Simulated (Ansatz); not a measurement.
Consider the following.

```yaml
crystal:
  lattice:
    - [0.00000, 3.07861, 3.07861]
    - [3.07861, 0.00000, 3.07861]
    - [3.07861, 3.07861, 0.00000]
  atoms:
    - { symbol: Sb, position: [0.75000, 0.75000, 0.75000] }
    - { symbol: Al, position: [0.00000, 0.00000, 0.00000] }
```

A single point on AlSb, its geometry relaxed with PBEsol.

Level of theory: Ansatz (a first-principles code) HSE06, noncollinear with spin-orbit coupling, earlier PAW set. Γ-centred 6×6×6 mesh, Fermi–Dirac width 0.01 eV.

Q: Predict the band gap and valence-band top at Γ.

A: The band gap is 1.54 eV. The valence-band top at Γ (three highest Kramers pairs, from the VBM) is 0.00, 0.00, -0.72 eV.

Single points use the geometry relaxed with PBEsol. HSE06 gaps are upper bounds (no full band path). Whether these cells are dynamically stable was not tested. The cell is AlSb in the zinc blende structure (space group F-43m, No. 216).
